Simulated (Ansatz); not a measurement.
## armchair SiC nanoribbon (N = 7, H edges): bands under strain

Wanted: the relaxed geometry and the bands of the armchair SiC nanoribbon (N = 7, H edges).

Method: DFT PBE, plane waves, PAW; relaxation of a wire's period, in the first sound run; inputs show where later runs differ, in Ansatz 0.2.0.

## 1. The structure

The cell holds 18 atoms: 7 Si, 7 C and 4 H. Its edges and angles: a = 18.761 Å, b = 7.000 Å, c = 5.370 Å, α = 90.0°, β = 90.0°, γ = 90.0°. Vacuum lies along a and b. The structure's axis is c.

## 2. Relaxation of atoms and period

Band widths follow the bond lengths, so the wire is relaxed first. The atoms and the third cell vector are free; the box across stays fixed as vacuum. A Fermi-Dirac smearing is set since the result may be a metal. The pressure printed is a third of the stress's trace over the whole box, vacuum included; only the stress along the axis is relaxed.

The input, input.yaml:

```yaml
crystal:
  lattice:
    - [18.761, 0.0, 0.0]
    - [0.0, 7.0, 0.0]
    - [0.0, 0.0, 5.37]
  atoms:
    - { symbol: Si, position: [0.252105755, 0.5, 0.0] }
    - { symbol: Si, position: [0.417361922, 0.5, 0.0] }
    - { symbol: Si, position: [0.582618089, 0.5, 0.0] }
    - { symbol: Si, position: [0.747874256, 0.5, 0.0] }
    - { symbol: C, position: [0.252105755, 0.5, 0.333333333] }
    - { symbol: C, position: [0.417361922, 0.5, 0.333333333] }
    - { symbol: C, position: [0.582618089, 0.5, 0.333333333] }
    - { symbol: C, position: [0.747874256, 0.5, 0.333333333] }
    - { symbol: H, position: [0.202713549, 0.5, 0.432960894] }
    - { symbol: H, position: [0.797266462, 0.5, 0.432960894] }
    - { symbol: Si, position: [0.334733839, 0.5, 0.5] }
    - { symbol: Si, position: [0.499990005, 0.5, 0.5] }
    - { symbol: Si, position: [0.665246172, 0.5, 0.5] }
    - { symbol: C, position: [0.334733839, 0.5, 0.833333333] }
    - { symbol: C, position: [0.499990005, 0.5, 0.833333333] }
    - { symbol: C, position: [0.665246172, 0.5, 0.833333333] }
    - { symbol: H, position: [0.18655722, 0.5, 0.867783985] }
    - { symbol: H, position: [0.813422791, 0.5, 0.867783985] }
kpoints:
  mp_grid: { grid: [1, 1, 15] }
scf:
  occupations: { method: fermi_dirac, width: 0.05 }
hamiltonian:
  xc: pbe
relax:
  cell: { fix: [a, b, alpha, beta, gamma] }
  max_steps: 45
  f_tol: 0.03
```

Started as:

```
$ ansatz run input.yaml --threads 4 --pin off --max-ram 16384MiB --backend cpu --events-out ev --progress --plain --runs-dir out
```

Numbers of over 12 decimals in the logs are rounded to 6 here.

Log:

```text
Engine: ansatz 0.2.0, aarch64-unknown-linux-gnu
Pseudopotentials: kind: paw
Pseudopotential: Si, paw, valence charge 4, recommended cutoff 420 eV (normal), Si.paw.azcp
Pseudopotential: C, paw, valence charge 4, recommended cutoff 420 eV (normal), C.paw.azcp
Pseudopotential: H, paw, valence charge 1, recommended cutoff 420 eV (normal), H.paw.azcp
Functional definition: PBE
  parameter kappa = 0.804
  parameter beta = 0.066725
  exchange = pbe_x(kappa = kappa, mu = beta*pi^2/3)
  correlation = pbe_c(beta = beta)
Crystal: 18 atoms, lattice volume = 705.226 Å³
Basis set: ecut = 420 eV, 13753 PW (Γ), exchange–correlation on 256×96×72 points (8 copies of the dense FFT grid, shifted against one another)
Bands: 48, of which v1, the nominal top of the filled ones, is band 30 counted from 1 (29 counted from 0)
Symmetry: 4 space group operations
Space group: Pmm2 (ITA 25), of the structure as read, at distance tolerance 8.9e-5 Å
k-points: 8 of 15 (time reversal used)
Non-local potential: Si, projectors of the file, l = 0: 2, l = 1: 2, l = 2: 2
Non-local potential: C, projectors of the file, l = 0: 2, l = 1: 2, l = 2: 1
Non-local potential: H, projectors of the file, l = 0: 2, l = 1: 1
PAW form: soft (Blöchl's): semilocal exchange-correlation on the pseudo side does not see the compensation charge
PAW one-centre angular grid: Si, 110 points (default); XC on 64 Gauss nodes
PAW one-centre angular grid: C, 110 points (default); XC on 64 Gauss nodes
PAW one-centre angular grid: H, 110 points (default); XC on 64 Gauss nodes
Initial density: superposition of atomic densities (neutral atoms: chi_scale 0, normalization atom), corrected by the library's trained network
Initial wavefunctions: pseudopotential atomic-orbital guess
Functional: x = pbe(κ = 0.804, μ = 0.219515), c = pbe(β = 0.066725)
SCF iter   1: F=—  HF=-6265.259355 eV  |F-HF|=—  |Δ(HF+E_count)|=         —  Δρ=1.88e-3  dr2=4.17e-2  ethr=1.77e-3  ⟨swp⟩=9.8  Hψ=2375  notcnv=0  defer=20
preconditioner: auto → Resta (q_TF=auto, 1.809 Å⁻¹)  ε∞=2.2  [insulator: Δε(μ)=2.271 eV  Ē_g=10.089 eV  σ=0.050 eV  W_gap=1.00  n_scr=76 (ndim 8)  ℏωp=10.8 eV  f_vac=0.556  D(μ)=0.00/eV (n_scr^D=0)  ε∞_Penn≈2.2  vacuum switching on, ρ_ref=7.4e-3 e/Å³]
SCF iter   2: F=—  HF=-6265.268843 eV  |F-HF|=—  |Δ(HF+E_count)|=   9.49e-3  Δρ=1.03e-3  dr2=9.50e-3  ethr=6.95e-5  ⟨swp⟩=2.6  Hψ=679  notcnv=0  defer=77
SCF iter   3: F=—  HF=-6265.274533 eV  |F-HF|=—  |Δ(HF+E_count)|=   5.69e-3  Δρ=4.56e-4  dr2=2.73e-3  ethr=1.58e-5  ⟨swp⟩=2.1  Hψ=594  notcnv=0  defer=77
SCF iter   4: F=—  HF=-6265.274822 eV  |F-HF|=—  |Δ(HF+E_count)|=   2.89e-4  Δρ=1.29e-4  dr2=1.68e-4  ethr=4.56e-6  ⟨swp⟩=2.1  Hψ=559  notcnv=0  defer=77
SCF iter   5: F=—  HF=-6265.274820 eV  |F-HF|=—  |Δ(HF+E_count)|=   2.15e-6  Δρ=5.24e-5  dr2=2.52e-5  ethr=2.80e-7  ⟨swp⟩=2.0  Hψ=534  notcnv=0  defer=77
SCF iter   6: F=—  HF=-6265.275425 eV  |F-HF|=—  |Δ(HF+E_count)|=   6.05e-4  Δρ=2.05e-5  dr2=6.75e-6  ethr=4.20e-8  ⟨swp⟩=2.4  Hψ=565  notcnv=0  defer=78
SCF iter   7: F=—  HF=-6265.275426 eV  |F-HF|=—  |Δ(HF+E_count)|=   7.12e-7  Δρ=5.83e-6  dr2=2.55e-7  ethr=1.12e-8  ⟨swp⟩=2.4  Hψ=479  notcnv=0  defer=78
SCF iter   8: F=-6265.275426 eV  HF=-6265.275426 eV  |F-HF|=7.44e-9  |Δ(HF+E_count)|=   2.79e-7  Δρ=2.44e-6  dr2=4.12e-8  ethr=1.67e-10  ⟨swp⟩=5.0  Hψ=1303  notcnv=0
SCF 1 converged in 8 iterations: F = -6265.275426 eV  dr2 = 4.12e-8
  greatest PAW one-centre occupation: 0.652 electrons in one spin orbital (limit 2), on the C atom at site 7 (counted from 0), in its partial waves of l = 0
relax step   1: F+E_penalty+E_count = -6265.27542626 eV  Δ(F+E_penalty+E_count) = +0.000e0 eV  max|allowed force component| = 1.892e0 eV/Å  Δτ_max = 0.0000 Å  P = +0.084 GPa  Ω = 705.226 Å³  fix = [a, b, alpha, beta, gamma]  reactions: a +0.274, b +0.325 GPa  (8 SCF iters, dr2 threshold 1.00e-7 eV, accepted)
Crystal: 18 atoms, lattice volume = 707.329 Å³
Basis set: ecut = 420 eV, 13795 PW (Γ), exchange–correlation on 256×96×72 points (8 copies of the dense FFT grid, shifted against one another)
Initial density: handed on by an earlier stage of this run
Initial wavefunctions: those handed on with the density
iter 1 solved again at ethr=4.39e-5 eV; its pass at ethr=3.10e-3 eV (dr2=2.64e-2 eV) is discarded
SCF iter   1: F=—  HF=-6265.452607 eV  |F-HF|=—  |Δ(HF+E_count)|=         —  Δρ=2.34e-3  dr2=2.66e-2  ethr=4.39e-5  ⟨swp⟩=3.4  Hψ=1833  notcnv=0
preconditioner: auto → Resta (q_TF=auto, 1.808 Å⁻¹)  ε∞=2.2  [insulator: Δε(μ)=2.316 eV  Ē_g=10.074 eV  σ=0.050 eV  W_gap=1.00  n_scr=76 (ndim 8)  ℏωp=10.8 eV  f_vac=0.561  D(μ)=0.00/eV (n_scr^D=0)  ε∞_Penn≈2.2  vacuum switching on, ρ_ref=7.4e-3 e/Å³]
SCF iter   2: F=—  HF=-6265.447398 eV  |F-HF|=—  |Δ(HF+E_count)|=   5.21e-3  Δρ=1.05e-3  dr2=5.14e-3  ethr=4.39e-5  ⟨swp⟩=2.8  Hψ=594  notcnv=0
SCF iter   3: F=—  HF=-6265.446953 eV  |F-HF|=—  |Δ(HF+E_count)|=   4.45e-4  Δρ=3.88e-4  dr2=1.26e-3  ethr=8.56e-6  ⟨swp⟩=2.1  Hψ=558  notcnv=0
SCF iter   4: F=—  HF=-6265.447331 eV  |F-HF|=—  |Δ(HF+E_count)|=   3.79e-4  Δρ=9.28e-5  dr2=8.35e-5  ethr=2.10e-6  ⟨swp⟩=2.0  Hψ=597  notcnv=0
SCF iter   5: F=—  HF=-6265.447332 eV  |F-HF|=—  |Δ(HF+E_count)|=   4.68e-7  Δρ=2.90e-5  dr2=9.42e-6  ethr=1.39e-7  ⟨swp⟩=2.4  Hψ=553  notcnv=0
SCF iter   6: F=-6265.447332 eV  HF=-6265.447332 eV  |F-HF|=8.86e-8  |Δ(HF+E_count)|=   4.54e-7  Δρ=1.16e-5  dr2=9.72e-7  ethr=3.00e-9  ⟨swp⟩=5.0  Hψ=1264  notcnv=0
SCF 2 converged in 6 iterations: F = -6265.447332 eV  dr2 = 9.72e-7
relax step   2: F+E_penalty+E_count = -6265.44733234 eV  Δ(F+E_penalty+E_count) = -1.719e-1 eV  max|allowed force component| = 7.737e-1 eV/Å  Δτ_max = 0.0497 Å  P = +0.030 GPa  Ω = 707.329 Å³  energy of the carried Pulay correction = -8.898e-4 eV  fix = [a, b, alpha, beta, gamma]  reactions: a +0.092, b +0.318 GPa  (6 SCF iters, dr2 threshold 1.80e-6 eV, accepted)
Crystal: 18 atoms, lattice volume = 707.502 Å³
iter 1 solved again at ethr=2.53e-5 eV; its pass at ethr=3.10e-3 eV (dr2=1.52e-2 eV) is discarded
SCF iter   1: F=—  HF=-6265.482373 eV  |F-HF|=—  |Δ(HF+E_count)|=         —  Δρ=1.58e-3  dr2=1.53e-2  ethr=2.53e-5  ⟨swp⟩=3.2  Hψ=1573  notcnv=0
preconditioner: auto → Resta (q_TF=auto, 1.808 Å⁻¹)  ε∞=2.1  [insulator: Δε(μ)=2.378 eV  Ē_g=10.099 eV  σ=0.050 eV  W_gap=1.00  n_scr=76 (ndim 8)  ℏωp=10.8 eV  f_vac=0.561  D(μ)=0.00/eV (n_scr^D=0)  ε∞_Penn≈2.1  vacuum switching on, ρ_ref=7.4e-3 e/Å³]
SCF iter   2: F=—  HF=-6265.479013 eV  |F-HF|=—  |Δ(HF+E_count)|=   3.36e-3  Δρ=6.21e-4  dr2=2.31e-3  ethr=2.53e-5  ⟨swp⟩=2.0  Hψ=573  notcnv=0
SCF iter   3: F=—  HF=-6265.478761 eV  |F-HF|=—  |Δ(HF+E_count)|=   2.52e-4  Δρ=3.06e-4  dr2=5.88e-4  ethr=3.86e-6  ⟨swp⟩=2.0  Hψ=530  notcnv=0
SCF iter   4: F=—  HF=-6265.479294 eV  |F-HF|=—  |Δ(HF+E_count)|=   5.33e-4  Δρ=8.42e-5  dr2=5.00e-5  ethr=9.80e-7  ⟨swp⟩=2.2  Hψ=589  notcnv=0
SCF iter   5: F=—  HF=-6265.479297 eV  |F-HF|=—  |Δ(HF+E_count)|=   3.24e-6  Δρ=2.28e-5  dr2=5.35e-6  ethr=8.34e-8  ⟨swp⟩=2.6  Hψ=616  notcnv=0
SCF iter   6: F=-6265.479297 eV  HF=-6265.479297 eV  |F-HF|=9.12e-8  |Δ(HF+E_count)|=   1.86e-7  Δρ=7.31e-6  dr2=3.40e-7  ethr=3.00e-9  ⟨swp⟩=5.0  Hψ=1269  notcnv=0
SCF 3 converged in 6 iterations: F = -6265.479297 eV  dr2 = 3.40e-7
  greatest PAW one-centre occupation: 0.654 electrons in one spin orbital (limit 2), on the C atom at site 7 (counted from 0), in its partial waves of l = 0
relax step   3: F+E_penalty+E_count = -6265.47929678 eV  Δ(F+E_penalty+E_count) = -3.196e-2 eV  max|allowed force component| = 6.182e-2 eV/Å  Δτ_max = 0.0252 Å  P = +0.135 GPa  Ω = 707.502 Å³  energy of the carried Pulay correction = -9.630e-4 eV  fix = [a, b, alpha, beta, gamma]  reactions: a +0.033, b +0.314 GPa  (6 SCF iters, dr2 threshold 1.80e-6 eV, accepted)
[...]
relax step   4: F+E_penalty+E_count = -6265.47953241 eV  Δ(F+E_penalty+E_count) = -2.356e-4 eV  max|allowed force component| = 2.891e-2 eV/Å  Δτ_max = 0.0085 Å  P = +0.091 GPa  Ω = 707.691 Å³  energy of the carried Pulay correction = -1.043e-3 eV  fix = [a, b, alpha, beta, gamma]  reactions: a -0.025, b +0.314 GPa  (5 SCF iters, dr2 threshold 2.39e-7 eV, accepted)
Basis set: ecut = 420 eV, 13807 PW (Γ), exchange–correlation on 256×96×80 points (8 copies of the dense FFT grid, shifted against one another)
Initial wavefunctions: pseudopotential atomic-orbital guess (no wavefunctions were taken with the density)
iter 1 solved again at ethr=8.08e-7 eV; its pass at ethr=3.10e-3 eV (dr2=4.85e-4 eV) is discarded
SCF iter   1: F=—  HF=-6265.480193 eV  |F-HF|=—  |Δ(HF+E_count)|=         —  Δρ=2.08e-5  dr2=2.69e-7  ethr=8.08e-7  ⟨swp⟩=4.5  Hψ=3438  notcnv=0
eigensolver tolerance schedule: the retry pair's looser diagonalisation over-reported the residual by 1803.28 of it (diagonalisation noise at 0.89 of the residual, at the tolerance the schedule requests for it); recorded, not acted on — ethr = c·dr2/N_el stays at c = 1.0e-1
preconditioner: auto → Resta (q_TF=auto, 1.808 Å⁻¹)  ε∞=2.1  [insulator: Δε(μ)=2.359 eV  Ē_g=10.091 eV  σ=0.050 eV  W_gap=1.00  n_scr=76 (ndim 8)  ℏωp=10.8 eV  f_vac=0.560  D(μ)=0.00/eV (n_scr^D=0)  ε∞_Penn≈2.1  vacuum switching on, ρ_ref=7.4e-3 e/Å³]
SCF iter   2: F=—  HF=-6265.480465 eV  |F-HF|=—  |Δ(HF+E_count)|=   2.71e-4  Δρ=1.05e-5  dr2=6.82e-8  ethr=4.48e-10  ⟨swp⟩=3.2  Hψ=845  notcnv=0
SCF iter   3: F=—  HF=-6265.480576 eV  |F-HF|=—  |Δ(HF+E_count)|=   1.11e-4  Δρ=3.78e-6  dr2=1.03e-8  ethr=1.14e-10  ⟨swp⟩=2.0  Hψ=624  notcnv=0
SCF iter   4: F=—  HF=-6265.480598 eV  |F-HF|=—  |Δ(HF+E_count)|=   2.20e-5  Δρ=3.73e-7  dr2=1.23e-9  ethr=1.71e-11  ⟨swp⟩=3.0  Hψ=683  notcnv=0
SCF iter   5: F=—  HF=-6265.480598 eV  |F-HF|=—  |Δ(HF+E_count)|=   2.43e-7  Δρ=1.59e-7  dr2=2.34e-10  ethr=2.04e-12  ⟨swp⟩=2.0  Hψ=624  notcnv=0
SCF iter   6: F=-6265.480598 eV  HF=-6265.480598 eV  |F-HF|=4.64e-9  |Δ(HF+E_count)|=   8.95e-9  Δρ=7.34e-8  dr2=4.32e-11  ethr=1.00e-12  ⟨swp⟩=5.0  Hψ=1255  notcnv=0
SCF 5 converged in 6 iterations: F = -6265.480598 eV  dr2 = 4.32e-11
relax step   5: F+E_penalty+E_count = -6265.48059830 eV  Δ(F+E_penalty+E_count) = -1.066e-3 eV  max|allowed force component| = 2.881e-2 eV/Å  Δτ_max = 0.0000 Å  P = +0.092 GPa  Ω = 707.691 Å³  fix = [a, b, alpha, beta, gamma]  reactions: a -0.027, b +0.316 GPa  stress off target by 1.29e-2 GPa on what of the cell is left free  SCF on the basis re-selected at this cell (its energy is not comparable with the rows above)  (6 SCF iters)
basis re-selected at this cell: Δ(F+E_penalty+E_count) = -1.066e-3 eV, ΔP = +0.001 GPa vs the last step (what re-selecting the basis moved, of the pressure what is left beyond the Pulay correction that the steps carried, after the strain that the cell walked since its last selection, with what the two solves' SCF thresholds leave and, on support functions, any second-order correction that the steps lacked; it is no measure of the basis error at this ecutwfc). The dense FFT grid was sized anew with the basis: this SCF ran on 128×48×40 points, the steps before it on 128×48×36, so part of this shift can come from that change (see relax.cell in the input reference). [rest of the remark cut]
SCF converged after 6 iterations
Free energy (F): -6265.480598 eV
Harris-Foulkes:  -6265.480598 eV  (|F-HF|=4.64e-9)
Internal energy: -6265.480598 eV  (E = F + TS)
E sigma→0 (E₀):  -6265.480598 eV
Fermi energy:    -0.635376 eV
--- Per-component energies (eV) ---
  E_band       = -444.244418
  E_kinetic    = 971.635070
  E_local      = -7808.194934  (includes V_loc(G=0)·N_el)
  E_nonlocal   = 376.243299
  E_hartree    = 3435.473573
  E_xc         = -757.716999
  E_vxc        = -788.136843  (∫ρ·V_xc dr)
  E_paw        = -4286.584365  (= ΣΔE_a)
  E_vpaw       = -66.733277  (= ΣTr[D̂ρ^β])
  E_aug_tail   = -0.005058  (compensation charges beyond the density's cutoff)
  E_ewald      = 1803.668814
  E_smearing   = -0.000000  (= −TS)
  E_closure    = 0.000000  (closes the sum)
  Σ components = -6265.480598   (vs F -6265.480598, Δ=0.00e0)
--- Forces (eV/Å), atoms counted from 1 ---
  atom   1  Si     0.00286703    -0.00000000     0.00089977
  atom   2  Si     0.00125016    -0.00000000     0.00328146
  atom   3  Si    -0.00125016     0.00000000     0.00328146
  atom   4  Si    -0.00286703     0.00000000     0.00089977
  atom   5  C     -0.00775271     0.00000000    -0.01543421
  atom   6  C      0.00066670    -0.00000000     0.00006544
  atom   7  C     -0.00066670     0.00000000     0.00006544
  atom   8  C      0.00775271    -0.00000000    -0.01543421
  atom   9  H     -0.00617256     0.00000000     0.00770724
  atom  10  H      0.00617256    -0.00000000     0.00770724
  atom  11  Si    -0.00073058     0.00000000    -0.00431539
  atom  12  Si     0.00000000     0.00000000    -0.00545437
  atom  13  Si     0.00073058    -0.00000000    -0.00431539
  atom  14  C     -0.01761959     0.00000000     0.00025184
  atom  15  C      0.00000000    -0.00000000     0.00163552
  atom  16  C      0.01761959    -0.00000000     0.00025184
  atom  17  H      0.02881369    -0.00000000     0.00945554
  atom  18  H     -0.02881369     0.00000000     0.00945554
  max |Σ_I F_I| component: 4.54e-6 eV/Å
--- Stress (GPa, compression-positive) ---
       -0.026531      -0.000000       0.000000
       -0.000000       0.315666      -0.000000
        0.000000      -0.000000      -0.012882
  P = ⅓ Tr σ = 0.0921 GPa (0.921 kbar)
--- Relaxed structure (4 steps of the walk, 4 accepted, 1 SCFs on fresh bases) ---
  F+E_penalty+E_count = -6265.48059830 eV   max|allowed force component| = 2.881e-2 eV/Å   (the final SCF, on the basis selected at the relaxed cell)
  cell:  # Å, volume = 707.6910 Å³
    - [18.761, 0.0, 0.0]
    - [0.0, 7.0, 0.0]
    - [0.0, 0.0, 5.388770]
  atoms:
    - { symbol: Si, position: [0.255351, 0.5, 0.00757588] }
    - { symbol: Si, position: [0.417888, 0.5, 0.000383054] }
    - { symbol: Si, position: [0.582112, 0.5, 0.000383054] }
    - { symbol: Si, position: [0.744649, 0.5, 0.00757588] }
    - { symbol: C, position: [0.253404, 0.5, 0.331223] }
    - { symbol: C, position: [0.417398, 0.5, 0.332805] }
    - { symbol: C, position: [0.582602, 0.5, 0.332805] }
    - { symbol: C, position: [0.746596, 0.5, 0.331223] }
    - { symbol: H, position: [0.202193, 0.5, 0.426946] }
    - { symbol: H, position: [0.797807, 0.5, 0.426946] }
    - { symbol: Si, position: [0.334693, 0.5, 0.499819] }
    - { symbol: Si, position: [0.500000, 0.5, 0.499725] }
    - { symbol: Si, position: [0.665307, 0.5, 0.499819] }
    - { symbol: C, position: [0.335530, 0.5, 0.832510] }
    - { symbol: C, position: [0.500000, 0.5, 0.832170] }
    - { symbol: C, position: [0.664470, 0.5, 0.832510] }
    - { symbol: H, position: [0.186211, 0.5, 0.870202] }
    - { symbol: H, position: [0.813789, 0.5, 0.870202] }
```

Elapsed: 38 s, on 4 threads of Arm Neoverse V1, shared host; peak memory 1.1 GiB; 2.1 min of CPU time.

Relaxation path:

```tsv
step	energy less that of the first step (eV)	largest force component (eV/Å)	pressure (GPa)	volume (Å³)
1	0.0000	1.8918	0.08	705.23
2	-0.1719	0.7737	0.03	707.33
3	-0.2039	0.0618	0.13	707.50
4	-0.2041	0.0289	0.09	707.69
5*	-0.2052	0.0288	0.09	707.69
```

Relaxation steps marked * repeat the geometry before them on a plane-wave basis chosen anew for their cell, so energy and pressure can jump there.

Forces are held to the 4 operations that the run works with; a distortion that breaks them can't arise in this run.

```tsv
cell as run	before	after	change
c (Å)	5.370	5.389	+0.3 %
```

The atoms that moved most (Å, along periodic axes as changes of fractional coordinates times the final cell, across vacuum about the mean position):

```tsv
atom	dx	dy	dz	length
Si4	-0.061	0.000	0.041	0.073
Si1	0.061	0.000	0.041	0.073
H9	-0.010	0.000	-0.032	0.034
H10	0.010	0.000	-0.032	0.034
C8	-0.024	0.000	-0.011	0.027
C5	0.024	0.000	-0.011	0.027
C16	-0.015	0.000	-0.004	0.015
C14	0.015	0.000	-0.004	0.015
```

The relaxed structure:

```cif
data_structure
_symmetry_space_group_name_H-M 'P 1'
_symmetry_Int_Tables_number 1
_cell_length_a 18.7610
_cell_length_b 7.0000
_cell_length_c 5.3888
_cell_angle_alpha 90.000
_cell_angle_beta 90.000
_cell_angle_gamma 90.000
_cell_volume 707.69
loop_
_atom_site_label
_atom_site_type_symbol
_atom_site_fract_x
_atom_site_fract_y
_atom_site_fract_z
_atom_site_occupancy
Si1 Si 0.25535 0.50000 0.00758 1
Si2 Si 0.41789 0.50000 0.00038 1
Si3 Si 0.58211 0.50000 0.00038 1
Si4 Si 0.74465 0.50000 0.00758 1
C5 C 0.25340 0.50000 0.33122 1
C6 C 0.41740 0.50000 0.33280 1
C7 C 0.58260 0.50000 0.33280 1
C8 C 0.74660 0.50000 0.33122 1
H9 H 0.20219 0.50000 0.42695 1
H10 H 0.79781 0.50000 0.42695 1
Si11 Si 0.33469 0.50000 0.49982 1
Si12 Si 0.50000 0.50000 0.49973 1
Si13 Si 0.66531 0.50000 0.49982 1
C14 C 0.33553 0.50000 0.83251 1
C15 C 0.50000 0.50000 0.83217 1
C16 C 0.66447 0.50000 0.83251 1
H17 H 0.18621 0.50000 0.87020 1
H18 H 0.81379 0.50000 0.87020 1
```

Numbers from this step:

```yaml
cell_length_along_the_wire: 5.389 Å
```

The cell's length comes to 5.389 Å with spin left out.

[end of part 1 of 3]

[Logs are printed without paths, hosts, clocks, repeated set-up lines and the standing remarks that a program may print on its own settings, such as how far it seeks lower states.]

[Hosts, paths, dates, database ids (printed as entryN), source tags and the programs' standing remarks are cut or masked in the printed files.]
